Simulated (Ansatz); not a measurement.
A N vacancy in wurtzite AlN, 95 atoms, charge −1

Method: DFT, PBEsol, PAW, plane waves (Ansatz 0.2.0).

Command:

```sh
ansatz run in.yaml --threads 8 --pin off --max-ram 118750MiB --runs-dir r --events-out ev --progress --plain --backend cuda --devices 0,
```

The input less its lattice and atoms:

```yaml
crystal:
  symmetry: { detect: false }
kpoints:
  mp_grid: { grid: [1, 1, 1], shift: [0.25, 0.25, 0.25] }
hamiltonian:
  xc: pbesol
total_charge: -1
scf:
  occupations: { method: fermi_dirac, width: 0.01 }
relax:
  f_tol: 0.03
  max_steps: 80
  escape_saddle: false
  adjacent_minimum: "off"
output:
  forces: true
  eigenvalues: true
  populations: true
  charged_corrections: { epsilon: 8.5 }
```

Start:

```xyz
95
Lattice="9.3414 0.0000 0.0000 0.0000 10.7866 0.0000 0.0000 0.0000 9.9671" Properties=species:S:1:pos:R:3 pbc="T T T"
Al    1.5276    0.8971    2.4929
Al    1.5798    0.8949    7.4612
Al    0.0139    3.5892    2.4356
Al    9.3395    3.6179    7.4328
Al    4.6721    0.9207    2.4594
Al    4.6972    0.9262    7.4522
Al    3.0803    3.6125    2.4895
Al    3.1282    3.5937    7.4685
Al    1.5536    6.2681    2.5126
Al    1.5349    6.2776    7.4372
Al    0.0079    8.9701    2.4765
Al    9.3193    8.9720    7.4560
Al    7.7795    0.9309    2.4571
Al    7.8129    0.8931    7.4596
Al    6.2471    3.5842    2.4590
Al    6.2637    3.6071    7.4638
Al    4.6448    6.2646    2.4736
Al    4.6131    6.3171    7.4289
Al    3.1025    9.0195    2.4354
Al    3.1103    8.9938    7.4751
Al    7.7743    6.2663    2.4673
Al    7.7619    6.2776    7.4519
Al    6.2324    8.9682    2.4777
Al    6.2241    9.0351    7.4572
Al    9.3373    1.8116    4.9645
Al    0.0068    1.7902    9.9506
Al    3.1405    1.7916    4.9512
Al    3.1452    1.8102    9.9552
Al    1.5328    4.5156    5.0050
Al    1.5516    4.4988    9.9521
Al    0.0074    7.2376    4.9803
Al    9.3263    7.1799    9.9250
Al    6.2445    1.8394    4.9666
Al    6.2009    1.7983    0.0157
Al    4.6726    4.5084    4.9719
Al    4.6797    4.4859    0.0281
Al    3.0980    7.1796    4.9445
Al    3.1053    7.1751    9.9363
Al    1.5700    9.8877    4.9765
Al    1.5608    9.8657    9.9262
Al    7.7848    4.4668    4.9748
Al    7.7383    4.4718    9.9457
Al    6.2201    7.1619    5.0015
Al    6.2365    7.1951    9.9390
Al    4.6429    9.9050    4.9250
Al    4.6402    9.8691    9.9513
Al    7.7907    9.8974    4.9475
Al    7.7730    9.9117    9.9605
N     0.0107    1.8014    1.8651
N     9.3187    1.7827    6.8521
N     3.1236    1.8115    1.8947
N     3.0849    1.7912    6.8485
N     1.5096    4.4916    1.8888
N     1.5454    4.5210    6.9236
N     0.0105    7.2130    1.8722
N     9.3370    7.1892    6.8862
N     6.2112    1.7549    1.8722
N     6.2197    1.8227    6.8726
N     4.6601    4.5121    1.8734
N     4.6671    4.5044    6.8653
N     3.1135    7.1909    1.8607
N     3.1393    7.1877    6.9067
N     1.5641    9.8883    1.8794
N     1.5933    9.9092    6.8783
N     7.7686    4.4939    1.9156
N     7.7995    4.5037    6.8712
N     6.2146    7.2207    1.8915
N     6.2182    7.2084    6.8663
N     4.6881    9.8874    1.8874
N     4.7224    9.9141    6.8769
N     7.7843    9.8901    1.9078
N     7.8088    9.9145    6.9114
N     1.5886    0.8949    4.3873
N     1.5478    0.9046    9.3564
N     0.0319    3.6407    4.3702
N     0.0232    3.6232    9.3909
N     4.6772    0.8888    4.3583
N     4.6836    0.8837    9.3500
N     3.1135    3.6234    4.3825
N     3.1272    3.5821    9.4002
N     1.5659    6.2998    4.3531
N     1.5688    6.2942    9.3524
N     9.3130    8.9695    4.3880
N     9.3177    8.9964    9.3870
N     7.7677    0.9233    4.3760
N     7.7853    0.8646    9.3577
N     6.2340    3.6084    4.3708
N     6.2369    3.5936    9.3626
N     4.6634    6.2853    9.3731
N     3.1139    8.9603    4.3769
N     3.1401    8.9904    9.3743
N     7.7939    6.2860    4.3880
N     7.7816    6.2800    9.3604
N     6.2304    9.0020    4.3479
N     6.2472    9.0129    9.3527
```

Steps:

| step | energy less the first (eV) | largest force component (eV/Å) |
| --- | --- | --- |
| start | 0.000 | 2.070 |
| 1 | -1.308 | 1.259 |
| 2 | -1.815 | 0.701 |
| 3 | -1.980 | 0.125 |
| 4 | -1.990 | 0.049 |
| 5 | -1.990 | 0.049 |
| 6 | -1.991 | 0.019 |

End:

```
Al N
1.0
     9.34145    0.00000    0.00000
     0.00000   10.78657    0.00000
     0.00000    0.00000    9.96706
Al N
48 47
Cartesian
  1.5568 0.9013 2.4807
  1.5610 0.8966 7.4578
  9.3354 3.6005 2.4793
  0.0019 3.6021 7.4576
  4.6645 0.9010 2.4793
  4.6729 0.9082 7.4572
  3.1233 3.6220 2.4875
  3.1100 3.5968 7.4324
  1.5696 6.2947 2.4906
  1.5708 6.2943 7.4338
  9.3384 8.9832 2.4888
  0.0066 8.9901 7.4658
  7.7767 0.8952 2.4846
  7.7899 0.9175 7.4608
  6.2093 3.6057 2.4547
  6.2249 3.6104 7.4362
  4.5305 6.2220 2.4520
  4.7195 6.3183 7.3571
  3.1100 8.9754 2.4556
  3.1259 8.9858 7.4344
  7.7419 6.2960 2.4918
  7.8348 6.3011 7.5187
  6.2049 8.9515 2.4935
  6.2588 9.0341 7.5178
  0.0013 1.7983 4.9672
  0.0012 1.7992 9.9557
  3.1213 1.8046 4.9679
  3.1111 1.8114 9.9545
  1.5551 4.4999 4.9567
  1.5566 4.4987 9.9443
  9.3395 7.1959 4.9752
  0.0106 7.1877 0.0119
  6.2083 1.8323 4.9585
  6.2263 1.8080 9.9515
  4.6699 4.6771 4.9156
  4.6670 4.4930 9.8737
  3.2562 7.1021 4.9038
  3.1094 7.1958 9.8752
  1.5789 9.8604 4.9629
  1.5617 9.8856 9.9519
  7.7648 4.5234 4.9702
  7.7854 4.4895 9.9623
  6.1931 7.1627 5.1394
  6.2062 7.1815 9.9421
  4.6867 9.8645 4.9717
  4.6646 9.9000 9.9620
  7.7800 9.8874 4.9752
  7.7878 9.8914 0.0119
  9.3360 1.7958 1.8936
  0.0069 1.8051 6.8719
  3.1071 1.8055 1.8938
  3.1130 1.7893 6.8674
  1.5498 4.4955 1.8821
  1.5505 4.4933 6.8584
  9.3246 7.1849 1.9129
  0.0170 7.1997 6.8756
  6.2271 1.7942 1.8889
  6.2314 1.8080 6.8616
  4.6686 4.4384 1.7811
  4.6615 4.4851 6.8618
  3.0513 7.2270 1.7805
  3.1138 7.1936 6.8525
  1.5494 9.8935 1.8902
  1.5646 9.8890 6.8647
  7.7788 4.4914 1.8942
  7.7912 4.5115 6.8760
  6.1574 7.1550 1.9017
  6.3397 7.2609 7.0308
  4.6645 9.8923 1.8951
  4.6913 9.8950 6.8766
  7.7735 9.8766 1.9126
  7.8033 9.9156 6.8803
  1.5625 0.8861 4.3838
  1.5557 0.8988 9.3646
  9.3277 3.5990 4.3820
  9.3402 3.5921 9.3637
  4.6721 0.8909 4.3822
  4.6697 0.9109 9.3640
  3.1207 3.6022 4.3944
  3.0944 3.5911 9.3326
  1.5569 6.3009 4.3955
  1.5436 6.2857 9.3362
  0.0030 8.9965 4.3891
  9.3413 8.9885 9.3748
  7.7716 0.9122 4.3859
  7.7850 0.9008 9.3694
  6.1984 3.6468 4.3582
  6.2432 3.5926 9.3342
  4.6674 6.2937 9.3047
  3.1459 8.9454 4.3608
  3.1184 9.0105 9.3335
  7.7617 6.3151 4.3939
  7.7997 6.2855 9.4131
  6.2335 8.9561 4.3982
  6.2269 9.0123 9.4128
```

The run converged.

Time: 9.9 s of wall time on one NVIDIA GB300 with 8 processor threads, on a host shared with other runs; peak host memory 2 GiB.

Q: How much energy did the relaxation gain, and which atom moved most?

A: 1.99 eV in 6 steps, from a start with small random displacements; atom 68 (N) moved 0.21 Å, the median atom 0.04 Å (drift of the whole cell removed).

The one k point has no symmetry partners, which can distort the end along one axis.
